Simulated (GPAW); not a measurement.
# GaAs (F-43m) in GPAW: a series of runs

One crystal, GaAs, is run at these levels: PBE, LDA; tasks: single point, relaxation of cell and atoms.

All numbers are computed with GPAW 26.7.0; they aren't measurements. Logs are shortened: lines on timing, memory, paths and dates and some standing lists are left out, and cuts for length are marked. The log counts tension as positive stress, the text compression.

**Experimental background.**

“Evidence of valence band perturbations in GaAsN/GaAs(001): A combined variable-angle spectroscopic ellipsometry and modulated photoreflectance investigation”, 2008, arxiv:0805.2212 reports, for a bulk crystal of GaAs at 300 K: band gap 1.418 ± 0.005 eV (direct).

The results are compared with them further down.

## 1. The crystal as given

Symmetry: F-43m, No. 216, cubic system. The conventional cell has a = 5.654 Å, b = 5.654 Å, c = 5.654 Å, α = 90.00°, β = 90.00°, γ = 90.00°. Around As (site symmetry -43m) lie 4 Ga at 2.45 Å. Around Ga (site symmetry -43m) lie 4 As at 2.45 Å.

## 2. Single point, PBE

run.py

```python
from ase import Atoms
from ase.dft.bandgap import bandgap
from ase.io import write
from ase.units import Bohr, GPa
from gpaw import GPAW, PW
from gpaw.elf import elf_from_dft_calculation

atoms = Atoms(['As', 'Ga'],
              cell=[[0.0, 2.82685, 2.82685],
                    [2.82685, 0.0, 2.82685],
                    [2.82685, 2.82685, 0.0]],
              scaled_positions=[[0.75, 0.75, 0.75],
                                [0.0, 0.0, 0.0]],
              pbc=True)

calc = GPAW(mode=PW(600),
            xc='PBE',
            kpts={'size': (8, 8, 8), 'gamma': True},
            occupations={'name': 'methfessel-paxton', 'order': 0, 'width': 0.011},
            nbands=11,
            convergence={'density': 1e-05, 'energy': 1e-05},
            maxiter=150,
            txt='gpaw.txt')
atoms.calc = calc
energy = atoms.get_potential_energy()
forces = atoms.get_forces()
stress = atoms.get_stress()
calc.write('gs.gpw')
write('result.traj', atoms)
print(f'Energy: {energy:.6f} eV')
print('Forces (eV/A):')
print(forces.round(4))
print('Stress (GPa):', (stress / GPa).round(3))
print('Fermi level:', round(calc.get_fermi_level(), 4), 'eV')
print(f'Gap: {bandgap(calc)[0]:.4f} eV, direct: {bandgap(calc, direct=True)[0]:.4f} eV')

# fields on the real-space grid
write('density.cube', atoms, data=calc.get_pseudo_density() * Bohr**3)
write('potential.cube', atoms, data=calc.get_electrostatic_potential())
write('elf.cube', atoms, data=elf_from_dft_calculation(calc).data)
```

Potentials or basis: GPAW PAW data sets (gpaw-data 1.2.1), pw.

The run is started by

```
$ OMP_NUM_THREADS=1 python run.py
```

gpaw.txt:

```text
__  _  _
 | _ |_)|_||  |
 |__||  | ||/\| - 26.7.0

Input parameters:
  mode=PW(ecut=600.0),
  convergence={'density': 1e-05, 'energy': 1e-05},
  kpts=MonkhorstPack(size=(8, 8, 8), gamma=True),
  maxiter=150,
  nbands=11,
  occupations=Occupations(name='methfessel-paxton', order=0, width=0.011),
  xc=XC(name='PBE')

Diagonalizing LCAO Hamiltonian
Converting LCAO to pw mode

                    As

       Ga

Atoms  # Å, Bohr magnetons
|   | symbol |        x |        y |        z |    initial magnetic moments |
|---|--------|----------|----------|----------|-----------------------------|
| 0 |     As | 4.240275 | 4.240275 | 4.240275 | ( 0.0000,  0.0000,  0.0000) |
| 1 |     Ga | 0.000000 | 0.000000 | 0.000000 | ( 0.0000,  0.0000,  0.0000) |

Unit cell  # Å
| periodic |        x |        y |        z |  lengths |    angles |
|----------|----------|----------|----------|----------|-----------|
|      yes | 0.000000 | 2.826850 | 2.826850 | 3.997770 | 60.000000 |
|      yes | 2.826850 | 0.000000 | 2.826850 | 3.997770 | 60.000000 |
|      yes | 2.826850 | 2.826850 | 0.000000 | 3.997770 | 60.000000 |

Number of symmetries: 24
Symmetry operations  # r_c * U_cc + t_c -> r_c
|    | kind |            matrix            |
|----|------|------------------------------|
|  0 |  E   |  1, 0, 0,  0, 1, 0,  0, 0, 1 |
|  1 |  σ   |  1, 0, 0,  0, 0, 1,  0, 1, 0 |
|  2 |  σ   |  1, 0,-1,  0, 1,-1,  0, 0,-1 |
|  3 |  C3  |  1, 0,-1,  0, 0,-1,  0, 1,-1 |
|  4 |  C3  |  1,-1, 0,  0,-1, 1,  0,-1, 0 |
|  5 |  σ   |  1,-1, 0,  0,-1, 0,  0,-1, 1 |
|  6 |  σ   |  0, 1, 0,  1, 0, 0,  0, 0, 1 |
|  7 |  C3  |  0, 1, 0,  0, 0, 1,  1, 0, 0 |
|  8 |  C2  |  0, 1,-1,  1, 0,-1,  0, 0,-1 |
|  9 |  S4  |  0, 1,-1,  0, 0,-1,  1, 0,-1 |
| 10 |  C3  |  0, 0, 1,  1, 0, 0,  0, 1, 0 |
| 11 |  σ   |  0, 0, 1,  0, 1, 0,  1, 0, 0 |
| 12 |  S4  |  0, 0,-1,  1, 0,-1,  0, 1,-1 |
| 13 |  C3  |  0, 0,-1,  0, 1,-1,  1, 0,-1 |
| 14 |  S4  |  0,-1, 1,  1,-1, 0,  0,-1, 0 |
| 15 |  C2  |  0,-1, 1,  0,-1, 0,  1,-1, 0 |
| 16 |  C3  |  0,-1, 0,  1,-1, 0,  0,-1, 1 |
| 17 |  S4  |  0,-1, 0,  0,-1, 1,  1,-1, 0 |
| 18 |  S4  | -1, 1, 0, -1, 0, 1, -1, 0, 0 |
| 19 |  C3  | -1, 1, 0, -1, 0, 0, -1, 0, 1 |
| 20 |  C3  | -1, 0, 1, -1, 1, 0, -1, 0, 0 |
| 21 |  S4  | -1, 0, 1, -1, 0, 0, -1, 1, 0 |
| 22 |  σ   | -1, 0, 0, -1, 1, 0, -1, 0, 1 |
| 23 |  C2  | -1, 0, 0, -1, 0, 1, -1, 1, 0 |

BZ-sampling:
  Number of BZ points: 512
  Number of IBZ points: 29

  Monkhorst-Pack size: [8, 8, 8]
  Monkhorst-Pack shift: [0.0625, 0.0625, 0.0625]

K-points  # in reciprocal-cell coordinates
|     |                                coordinates |     weight |
|-----|--------------------------------------------|------------|
|   0 | (  0.00000000,   0.00000000,   0.00000000) | 0.00195312 |
|   1 | (  0.12500000,   0.12500000,   0.00000000) | 0.01171875 |
|   2 | (  0.12500000,   0.12500000,   0.12500000) | 0.01562500 |
|   3 | (  0.25000000,   0.12500000,   0.12500000) | 0.02343750 |
|   4 | (  0.25000000,   0.25000000,   0.00000000) | 0.01171875 |
|   5 | (  0.25000000,   0.25000000,   0.12500000) | 0.04687500 |
|   6 | (  0.25000000,   0.25000000,   0.25000000) | 0.01562500 |
|   7 | (  0.37500000,   0.25000000,  -0.37500000) | 0.04687500 |
|   8 | (  0.37500000,   0.25000000,   0.12500000) | 0.04687500 |
|   9 | (  0.37500000,   0.25000000,   0.25000000) | 0.04687500 |
| ... |                                            |            |
|  28 | (  0.50000000,   0.50000000,   0.50000000) | 0.00781250 |

Plane wave coefficients: 1540
Cutoff: 600.0 eV

Spin-components: 1 (collinear spins)
Bands:           11
Projectors:      10
Spin-degeneracy: 2
Datatype:        complex128

Parallelization:
  kpt:    1
  domain: 1
  band:   1

Density:
  Valence electrons: 8.0
  Components: 1
  Grid points: [24 24 24]
  Charge: 0.0  # |e|

Potential:
  Grid points: [24 24 24]

species:
  As:
    name:    Arsenic
    Z:       33.0
    valence: 5
    core:    28
    charge:  0.0  # [|e|]
    compensation charges:
      type: gauss
      rc: 0.33  # [Å]
      lmax: 2
    cutoffs:
      filter: 1.87  # [Å]
      core: 2.96  # [Å]
    projectors
    | kind |    occ | energy [eV] | rcut [Å] |
    |------|--------|-------------|----------|
    |   4s |  2.000 |     -14.487 |    1.058 |
    |   4p |  3.000 |      -5.196 |    1.058 |
    |    s |        |      12.725 |    1.058 |
    |    p |        |      22.016 |    1.058 |
    |    d |        |       0.000 |    1.058 |

    Using partial waves for As as LCAO basis

  Ga:
    name:    Gallium
    Z:       31.0
    valence: 3
    core:    28
    charge:  0.0  # [|e|]
    compensation charges:
      type: gauss
      rc: 0.37  # [Å]
      lmax: 2
    cutoffs:
      filter: 2.06  # [Å]
      core: 4.17  # [Å]
    projectors
    | kind |    occ | energy [eV] | rcut [Å] |
    |------|--------|-------------|----------|
    |   4s |  2.000 |      -8.945 |    1.164 |
    |   4p |  1.000 |      -2.580 |    1.164 |
    |    s |        |      18.266 |    1.164 |
    |    p |        |      24.631 |    1.164 |
    |    d |        |       0.000 |    1.164 |

    Using partial waves for Ga as LCAO basis

Reference energy: -114387.645129  # eV

eigensolver:
  PPCG
  Converge bands: occupied
  niter=2

density mixing:
  MSR1-Mixer
  Pratt-step length: 0.05
  Maximum mixing coefficient: 0.75
  Old densities: 10
  SVD Regularization: 0.005
  Good broyden scale: 1.0
  Trust region scale: 1.0
  Backstep threshold: 4.0
  History deletion threshold: 6.0
  Fourier metric: weight=20.0, sigma=0.015

occupation numbers:
  Methfessel-Paxton:
    width: 0.0110  # eV
    order: 0

poisson solver:
  ecut: 4800.0  # eV

xc functional:
  name: PBE with 2 nearest neighbor stencil

convergence criteria:
- Maximum integral of absolute [dens]ity change: 1e-05 electrons / valence electron
- Maximum [total energy] change in last 3 cyles: 1e-05 eV / valence electron
- Maximum integral of absolute [eigenst]ate change: 4e-08 eV^2 / valence electron
maximum number of iterations: 150

SCF iterations
|iter     | |      energy | eigst |  dens |
|---------|-|-------------|-------|-------|
|iter:   1| |   -8.317125 | -0.65 |       |
|iter:   2| |   -8.299841 | -3.03 | -0.89 |
|iter:   3| |   -8.227219 | -2.22 | -0.92 |
|iter:   4| |   -8.228991 | -3.81 | -1.52 |
|iter:   5| |   -8.229243 | -4.71 | -2.05 |
|iter:   6| |   -8.229260 | -6.03 | -2.81 |
|iter:   7| |   -8.229260c| -7.48c| -3.55 |
|iter:   8| |   -8.229260c| -8.54c| -4.10 |
|iter:   9| |   -8.229260c| -9.27c| -5.40c|

Converged in 9 steps
Energy contributions relative to reference atoms: (reference = -114387.645129)

Energy contributions:
  Kinetic:          26.966537
  Coulomb:         -23.856737
  Zero:              0.019554
  External:          0.000000
  Xc:              -11.358615
  Entropy:          -0.000000
  Spinorbit:         0.000000
  ----------------------------
  Free energy:      -8.229260
  Extrapolated:     -8.229260

dipole moment: (-10.964929, -10.964929, -10.964929)  # |e|*Ang

Fermi level: 4.965
Eigenvalues  # (at kpt = [0.000, 0.000, 0.000])
| band index |      eig [eV] | occ [0-2] |
|------------|---------------|-----------|
|          0 |        -7.775 |     2.000 |
|          1 |         4.921 |     2.000 |
|          2 |         4.921 |     2.000 |
|          3 |         4.921 |     2.000 |
|          4 |         5.508 |     0.000 |
|          5 |         8.695 |     0.000 |
|          6 |         8.695 |     0.000 |
|          7 |         8.695 |     0.000 |
|          8 |        12.577 |     0.000 |
|          9 |        15.009 |     0.000 |
|         10 |        15.009 |     0.000 |

Gap: 0.587 eV
Transition (v -> c):
  (s=0, k=0, n=3, [0.00, 0.00, 0.00]) -> (s=0, k=0, n=4, [0.00, 0.00, 0.00])
No difference between direct/indirect transitions

Forces  # eV/Ang
|       x |        y |        z |
|---------|----------|----------|
| 0.00000 |  0.00000 | -0.00000 |  # As   0
| 0.00000 | -0.00000 | -0.00000 |  # Ga   1

Stress tensor  # eV/Ang^3
|         x |         y |         z |
|-----------|-----------|-----------|
| -0.027053 |  0.000000 |  0.000000 |
|  0.000000 | -0.027053 | -0.000000 |
|  0.000000 | -0.000000 | -0.027053 |

# Writing to gs.gpw (mode='')
```

It took 8.8 s on 1 thread of Arm Neoverse V2, shared host; peak memory 0.15 GiB.

What came out:

```
Free energy            : -8.2293 eV
Pressure               : 4.3 GPa
Band gap on the k mesh : 0.59 eV, direct
```

## 3. Relaxation of cell and atoms, PBE

run.py

```python
from ase import Atoms
from ase.filters import FrechetCellFilter
from ase.io import write
from ase.optimize import LBFGS
from gpaw import GPAW, PW

atoms = Atoms(['As', 'Ga'],
              cell=[[0.0, 2.82685, 2.82685],
                    [2.82685, 0.0, 2.82685],
                    [2.82685, 2.82685, 0.0]],
              scaled_positions=[[0.75, 0.75, 0.75],
                                [0.0, 0.0, 0.0]],
              pbc=True)

calc = GPAW(mode=PW(600),
            xc='PBE',
            kpts={'size': (8, 8, 8), 'gamma': True},
            occupations={'name': 'fermi-dirac', 'width': 0.05},
            nbands=11,
            convergence={'density': 1e-05, 'forces': 0.0001},
            maxiter=150,
            txt='gpaw.txt')
atoms.calc = calc
opt = LBFGS(FrechetCellFilter(atoms), trajectory='relax.traj', logfile='-')
done = opt.run(fmax=0.02, steps=100)
calc.write('gs.gpw')
write('result.traj', atoms)
print('Converged:', done)
print('Cell:', atoms.cell.cellpar().round(4))
print('Volume:', round(atoms.get_volume(), 4))
print(atoms.get_scaled_positions().round(5))
```

Potentials or basis: GPAW PAW data sets (gpaw-data 1.2.1), pw.

The run is started by

```
$ OMP_NUM_THREADS=1 python run.py
```

Wall time 31 s (1 thread of Arm Neoverse V2, shared host); peak memory 0.19 GiB.

It converged, with:

```
Free energy                            : -8.2651 eV
Relaxed volume                         : 23.99 Å³/atom
Relaxed cell                           : a = 4.079 Å, b = 4.079 Å, c = 4.079 Å, α = 60.00°, β = 60.00°, γ = 60.00°
Space group after relaxing (to 0.05 Å) : F-43m (No. 216)
Energy gained by relaxing              : 17.8 meV/atom
Ionic steps                            : 4
Pressure after relaxing                : 0.0 GPa
Band gap on the k mesh                 : 0.14 eV, direct
```

Step by step:
```
step  energy change (eV)  largest force (eV/Å)  pressure (GPa)  volume (Å³)
   1              0.0000                0.0000            4.33        45.18
   2             -0.0142                0.0000            3.28        45.77
   3             -0.0355                0.0000            0.25        47.80
   4             -0.0357                0.0000            0.02        47.98
```

Final structure:
```
As Ga
1.0
     0.00000    2.88401    2.88401
     2.88401    0.00000    2.88401
     2.88401    2.88401    0.00000
As Ga
1 1
Direct
  0.75000 0.75000 0.75000
  0.00000 0.00000 0.00000
```

Levels at points of the mesh, in eV from the valence-band top:
| k point | band 1 | band 2 | band 3 | band 4 | band 5 | band 6 | band 7 |
| --- | --- | --- | --- | --- | --- | --- | --- |
| (0.00, 0.00, 0.00) | -12.28 | 0.00 | 0.00 | 0.00 | 0.14 | 3.75 | 3.75 |
| (0.50, 0.50, 0.00) | -10.16 | -6.52 | -2.46 | -2.46 | 1.58 | 1.70 | 9.74 |
| (0.50, 0.50, 0.50) | -10.80 | -6.30 | -1.05 | -1.05 | 0.88 | 4.64 | 4.64 |

Caveat: later steps reuse the first step's grids. Zero-point motion and thermal expansion aren't in these numbers.

## 4. Relaxation of cell and atoms, LDA

run.py

```python
from ase.filters import FrechetCellFilter
from ase.io import read, write
from ase.optimize import LBFGS
from gpaw import GPAW, PW

atoms = read('GaAs.xyz')

calc = GPAW(mode=PW(600),
            xc='LDA',
            kpts={'size': (8, 8, 8), 'gamma': True},
            occupations={'name': 'fermi-dirac', 'width': 0.05},
            nbands=11,
            convergence={'density': 1e-05, 'forces': 0.0001},
            maxiter=150,
            txt='gpaw.txt')
atoms.calc = calc
opt = LBFGS(FrechetCellFilter(atoms), trajectory='relax.traj', logfile='-')
done = opt.run(fmax=0.05, steps=60)
calc.write('gs.gpw')
write('result.traj', atoms)
print('Converged:', done)
print('Cell:', atoms.cell.cellpar().round(4))
print('Volume:', round(atoms.get_volume(), 4))
print(atoms.get_scaled_positions().round(5))
```

GaAs.xyz

```xyz
2
Lattice="0.0000000000 2.8268500000 2.8268500000 2.8268500000 0.0000000000 2.8268500000 2.8268500000 2.8268500000 0.0000000000" Properties=species:S:1:pos:R:3 pbc="T T T"
As     4.2402750000      4.2402750000      4.2402750000
Ga     0.0000000000      0.0000000000      0.0000000000
```

Potentials or basis: the program's PAW data sets (release 1.2.1) made for this functional, pw.

The run is started by

```
$ OMP_NUM_THREADS=1 python run.py
```

Run time: 21 s. Hardware: 1 thread of Arm Neoverse V2, shared host; peak memory 0.17 GiB.

It converged, with:

| Property | Result |
| --- | --- |
| Free energy | -9.6113 eV |
| Relaxed volume | 22.32 Å³/atom |
| Relaxed cell | a = 3.982 Å, b = 3.982 Å, c = 3.982 Å, α = 60.00°, β = 60.00°, γ = 60.00° |
| Space group after relaxing (to 0.05 Å) | F-43m (No. 216) |
| Energy gained by relaxing | 0.7 meV/atom |
| Ionic steps | 3 |
| Pressure after relaxing | 0.0 GPa |
| Band gap on the k mesh | 0.45 eV, direct |

The path:
```tsv
step	energy change (eV)	largest force (eV/Å)	pressure (GPa)	volume (Å³)
1	0.0000	0.0000	-0.87	45.18
2	-0.0006	0.0000	-0.68	45.06
3	-0.0014	0.0000	0.01	44.65
```

Final structure:
```
As Ga
1.0
     0.00000    2.81567    2.81567
     2.81567    0.00000    2.81567
     2.81567    2.81567    0.00000
As Ga
1 1
Direct
  0.75000 0.75000 0.75000
  0.00000 0.00000 0.00000
```

Levels at points of the mesh, in eV from the valence-band top:
| k point | band 1 | band 2 | band 3 | band 4 | band 5 | band 6 | band 7 |
| --- | --- | --- | --- | --- | --- | --- | --- |
| (0.00, 0.00, 0.00) | -12.84 | 0.00 | 0.00 | 0.00 | 0.45 | 3.73 | 3.73 |
| (0.50, 0.50, 0.00) | -10.44 | -6.91 | -2.71 | -2.71 | 1.34 | 1.57 | 10.20 |
| (0.50, 0.50, 0.50) | -11.17 | -6.73 | -1.16 | -1.16 | 0.93 | 4.63 | 4.63 |

Caveat: later steps reuse the first step's grids. A k mesh can miss the band edges.

## 5. Summary

```csv
task,level,potentials or basis,cell,smearing,optimizer,fmax,max steps,convergence,gap on the mesh (eV),pressure (GPa),relaxed volume (Å³/atom)
single point,PBE,"GPAW PAW data sets (gpaw-data 1.2.1), pw",as given,gaussian 0.011 eV,-,-,-,-,0.59,4.3,-
relaxation of cell and atoms,PBE,"GPAW PAW data sets (gpaw-data 1.2.1), pw",relaxed,fermi-dirac 0.05 eV,LBFGS,0.02 eV/Å,100,density=1e-05 forces=0.0001,0.14,0.0,23.99
relaxation of cell and atoms,LDA,"the program's PAW data sets (release 1.2.1) made for this functional, pw",relaxed,fermi-dirac 0.05 eV,LBFGS,0.05 eV/Å,60,density=1e-05 forces=0.0001,0.45,0.0,22.32
```

Alike in all rows: no spin polarisation; k mesh 8 × 8 × 8; cutoff (eV) 600.

Caveats: later steps reuse the first step's grids (some runs).

Absolute energies hang on the potentials; compare differences alone.

## 6. Comparison with measurements

Step 2. Measured gap of GaAs: 1.418 eV (direct; 300 K; “Evidence of valence band perturbations in GaAsN/GaAs(001): A combined variable-angle spectroscopic ellipsometry and modulated photoreflectance investigation”, 2008, arxiv:0805.2212). This calculation gives 0.59 eV (-0.83 eV). 3 values of this kind are on record (1.412 to 1.51 eV); this one was drawn at random among those near their median, those with a stated uncertainty first. Spin-orbit coupling on As, Ga is left out. The value is that of PBE on a finite k mesh, which can miss the band edges, without temperature or zero-point motion. Semilocal functionals fall short of measured gaps as a rule.
